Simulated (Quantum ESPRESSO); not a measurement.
## PbO (Litharge): equation of state with PBEsol

PbO (Litharge):

```
Pb O
1.0
     3.99000    0.00000    0.00000
     0.00000    3.99000    0.00000
     0.00000    0.00000    5.01000
Pb O
2 2
Direct
  0.50000 0.00000 0.76000
  0.00000 0.50000 0.24000
  0.50000 0.50000 0.00000
  0.00000 0.00000 0.00000
```

```yaml
Program: Quantum ESPRESSO 7.5
Task: equation of state
Functional: PBEsol
Potentials_or_basis: GBRV 1.5 PBEsol
Cutoff: 612 eV
Density_cutoff: 4898 eV
k_mesh: 7 × 7 × 6
Occupations: fermi-dirac, width 0.05 eV
Spin: no spin polarisation
```

| Quantity | Value |
| --- | --- |
| Equilibrium volume | 19.67 Å³/atom |
| Bulk modulus at fixed shape and positions | 84 GPa |
| Pressure derivative of the bulk modulus | 4.6 |

Energy against volume, from the lowest point:
```csv
volume (Å³/atom),energy (meV/atom)
18.744,12.30
19.142,3.68
19.541,0.00
19.940,0.72
20.339,5.39
20.738,13.57
21.136,24.91
```

All runs of the series together: 5.3 min on 2 threads of Arm Neoverse V1 (shared host).

Caveat: the cell was scaled at fixed shape and fractional positions, which overstates the stiffness of a crystal with free parameters, most of all of layers and chains. The run has no spin-orbit coupling, so splittings on Pb are missing.
